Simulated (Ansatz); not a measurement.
System: wurtzite BeO. Method: HSE06 (plane waves, PAW; Ansatz, an electronic-structure program).

Run with plane-wave cutoff 460 eV, 12×12×6 k mesh (along the axes of the cell as run), Fermi–Dirac smearing 0.01 eV, scalar-relativistic PAW data made under PBE.

The cell has the measured lattice parameters. Conventional cell: a = 2.6980 Å, b = 2.6980 Å, c = 4.3800 Å, α = 90.00°, β = 90.00°, γ = 120.00°.

```
CELL_PARAMETERS angstrom
     -1.34900    -2.33654     0.00000
     -1.34900     2.33654     0.00000
      0.00000     0.00000     4.38000
ATOMIC_POSITIONS crystal
  Be 0.66667 0.33333 0.50000
  Be 0.33333 0.66667 0.00000
  O  0.66667 0.33333 0.87800
  O  0.33333 0.66667 0.37800
```

Problem. List the 10 lowest band energies at Γ above −25 eV (eV, relative to the valence band maximum), grouping those that round alike.

Solution. At Γ: -20.34, -18.42, -6.70, -1.10 (×2), -0.06 (×2), 0.00, 9.48, 13.65.

Note: the run warned that its exchange threshold was loose for the stress; cell and atoms aren't relaxed at this level (pressure -3.1 GPa).
